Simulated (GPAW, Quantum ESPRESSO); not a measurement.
Consider ZnO (zincite, P6_3mc).

```cif
data_structure
_symmetry_space_group_name_H-M 'P 1'
_symmetry_Int_Tables_number 1
_cell_length_a 3.2493
_cell_length_b 3.2493
_cell_length_c 5.2057
_cell_angle_alpha 90.000
_cell_angle_beta 90.000
_cell_angle_gamma 120.000
_cell_volume 47.60
loop_
_atom_site_label
_atom_site_type_symbol
_atom_site_fract_x
_atom_site_fract_y
_atom_site_fract_z
_atom_site_occupancy
Zn1 Zn 0.66667 0.33333 0.00000 1
Zn2 Zn 0.33333 0.66667 0.50000 1
O3 O 0.33333 0.66667 0.87901 1
O4 O 0.66667 0.33333 0.37901 1
```

Absorber: atom 1, with 4 O at 1.97 Å (tetrahedral, site symmetry 3m). Method: Quantum ESPRESSO XSpectra, LDA, full core hole (charged cell), 12-atom cell with 5.6 Å between holes, 4×4×4 k points, dipole transitions, Lorentzian half width 0.83 eV up to 4 eV, rising linearly to 1.75 eV at 25 eV (not a setting of the program: the run's 0.4 eV curve was folded afterwards with a further Lorentzian).

Question: Where do the maxima of the Zn K edge fall?

Main maxima up to 30 eV above the zero (height): 11.4 eV (1.90) and 21.3 eV (1.14). A K edge sees empty p states on the absorber. The total-energy difference plus the lowest empty eigenvalue puts the zero at 9675.08 eV. One term is added: -30.82 eV, since the hole is spin-paired here and a spin-polarised one costs that much less in the free atom (computed apart). The photon energy is then 9644.26 eV. The tabulated edge of the element is 9659 eV. The functional and the charged cell's background leave an error in such absolute values: in the free atom LDA prices this hole 19.1 eV below PBE (computed apart), and PBE is itself good to a few eV.

The Zn K spectrum (energy from the lowest empty level; intensity scaled to a mean of 1 over the first 20 eV; folded afterwards to Lorentzian half width 0.83 eV up to 4 eV, rising linearly to 1.75 eV at 25 eV; the points at xe0, where the cut of filled states can leave a spike, are interpolated; polarised curves are means over the symmetry-equivalent atoms):

| E (eV) | isotropic | ε ⊥ c | ε ∥ c |
| --- | --- | --- | --- |
| -2.00 | 0.07 | 0.07 | 0.07 |
| -1.25 | 0.07 | 0.07 | 0.08 |
| -0.50 | 0.09 | 0.09 | 0.09 |
| 0.25 | 0.10 | 0.10 | 0.10 |
| 1.00 | 0.13 | 0.13 | 0.13 |
| 1.75 | 0.17 | 0.17 | 0.17 |
| 2.50 | 0.24 | 0.24 | 0.23 |
| 3.25 | 0.35 | 0.35 | 0.34 |
| 4.00 | 0.55 | 0.56 | 0.54 |
| 4.75 | 0.76 | 0.77 | 0.74 |
| 5.50 | 0.95 | 0.94 | 0.96 |
| 6.25 | 1.09 | 1.08 | 1.13 |
| 7.00 | 1.22 | 1.14 | 1.38 |
| 7.75 | 1.33 | 1.20 | 1.57 |
| 8.50 | 1.39 | 1.28 | 1.62 |
| 9.25 | 1.52 | 1.44 | 1.67 |
| 10.00 | 1.70 | 1.77 | 1.56 |
| 10.75 | 1.83 | 2.09 | 1.31 |
| 11.50 | 1.89 | 2.24 | 1.19 |
| 12.25 | 1.63 | 1.86 | 1.18 |
| 13.00 | 1.35 | 1.39 | 1.26 |
| 13.75 | 1.21 | 1.11 | 1.41 |
| 14.50 | 1.12 | 0.94 | 1.48 |
| 15.25 | 0.98 | 0.83 | 1.27 |
| 16.00 | 0.87 | 0.78 | 1.04 |
| 16.75 | 0.82 | 0.77 | 0.93 |
| 17.50 | 0.82 | 0.78 | 0.90 |
| 18.25 | 0.87 | 0.83 | 0.94 |
| 19.00 | 0.96 | 0.92 | 1.04 |
| 19.75 | 1.05 | 1.01 | 1.15 |
| 20.50 | 1.12 | 1.08 | 1.20 |
| 21.25 | 1.14 | 1.13 | 1.16 |
| 22.00 | 1.12 | 1.14 | 1.09 |
| 22.75 | 1.07 | 1.11 | 1.00 |
| 23.50 | 1.04 | 1.09 | 0.92 |
| 24.25 | 1.01 | 1.08 | 0.86 |
| 25.00 | 0.97 | 1.04 | 0.84 |
| 25.75 | 0.93 | 0.97 | 0.84 |
| 26.50 | 0.90 | 0.91 | 0.87 |
| 27.25 | 0.88 | 0.87 | 0.90 |
| 28.00 | 0.87 | 0.85 | 0.92 |
| 28.75 | 0.88 | 0.86 | 0.93 |
| 29.50 | 0.89 | 0.88 | 0.91 |
| 30.25 | 0.87 | 0.88 | 0.86 |
| 31.00 | 0.85 | 0.86 | 0.81 |
| 31.75 | 0.81 | 0.83 | 0.76 |

The holes are only 5.6 Å apart, so the shape is probably not converged with cell size; no larger cell was run here. The structure is a published determination, not relaxed.

[Banner, clock and machine lines of the logs are left out without a mark of their own.]

[Logs are printed without paths, hosts, clocks, repeated set-up lines and the standing remarks that a program may print on its own settings, such as how far it seeks lower states.]

[Hosts, paths, dates, database ids (printed as entryN), source tags and the programs' standing remarks are cut or masked in the printed files.]

[Lists of maxima count a maximum above −3 eV only where it reaches 4 % of the highest in the window and stands out from its surroundings by 2 % of it (1.5 % where it reaches 55 %); shoulders and weaker maxima are passed over, and of the rest the first, up to two pre-edge ones and the few strongest are named.]
